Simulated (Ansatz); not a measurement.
A run of Ansatz 0.2.0:

Contents of input.yaml:

```yaml
crystal:
  lattice:
    - [3.1840155185, 0.0, 0.0]
    - [-1.5920077592, 2.757438325, 0.0]
    - [0.0, 0.0, 28.3873198]
  atoms:
    - { symbol: Mo, position: [0.3333333333, 0.6666666667, 0.22816477] }
    - { symbol: Mo, position: [0.3333333333, 0.6666666667, 0.77183523] }
    - { symbol: Mo, position: [0.6666666667, 0.3333333333, 0.0] }
    - { symbol: S, position: [0.6666666667, 0.3333333333, 0.17349309] }
    - { symbol: S, position: [0.6666666667, 0.3333333333, 0.71718751] }
    - { symbol: S, position: [0.3333333333, 0.6666666667, 0.94533412] }
    - { symbol: S, position: [0.6666666667, 0.3333333333, 0.28281249] }
    - { symbol: S, position: [0.6666666667, 0.3333333333, 0.82650691] }
    - { symbol: S, position: [0.3333333333, 0.6666666667, 0.05466588] }
hamiltonian:
  xc: lda
  pseudopotentials: { kind: paw }
kpoints:
  mp_grid: { grid: [7, 7, 1] }
scf:
  occupations: { method: fermi_dirac, width: 0.05 }
output:
  forces: true
  stress: true
  eigenvalues: true
relax:
  f_tol: 0.01
  max_steps: 40
  cell: { stress_tol: 0.05, p_target: 5.0 }
```

Potentials or basis: Ansatz PAW.

The run is started by

```sh
$ ansatz run input.yaml --threads 4 --pin off --max-ram 11264MiB --backend cpu --events-out ev --progress --plain --runs-dir out
```

Hardware: 4 threads of Arm Neoverse V1, with other jobs on the host.

How long does it take, and how much memory?

Wall time 80 s on 4 threads of Arm Neoverse V1, with other jobs on the host, peak memory 0.58 GiB. Counts: scf iterations 203, plane waves 2855, k points 8, bands 48, ion steps 23.
